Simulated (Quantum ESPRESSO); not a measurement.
**BaTiO3: equation of state with PBEsol**

The system is BaTiO3.

```
Ba Ti O
1.0
     4.00600    0.00000    0.00000
     0.00000    4.00600    0.00000
     0.00000    0.00000    4.00600
Ba Ti O
1 1 3
Cartesian
  2.0030 2.0030 2.0030
  0.0000 0.0000 0.0000
  0.0000 0.0000 2.0030
  0.0000 2.0030 0.0000
  2.0030 0.0000 0.0000
```

- Program: Quantum ESPRESSO 7.5
- Task: equation of state
- Functional: PBEsol
- Potentials or basis: GBRV 1.5 PBEsol
- Cutoff: 612 eV
- Density cutoff: 4898 eV
- k mesh: 7 × 7 × 7
- Occupations: fermi-dirac, width 0.05 eV
- Spin: no spin polarisation

* Equilibrium volume: 12.60 Å³/atom
* Bulk modulus: 180 GPa
* Pressure derivative of the bulk modulus: 4.6

Energy against volume, from the lowest point:
```
volume (Å³/atom)  energy (meV/atom)
          12.086              12.74
          12.343               3.07
          12.601               0.00
          12.858               2.86
          13.115              10.98
          13.372              23.80
          13.629              40.84
```

All runs of the series together: 110 s on 2 threads of Intel(R) Xeon(R) 6975P-C (Granite Rapids), on a shared host.

The run has no spin-orbit coupling, so splittings on Ba are missing.
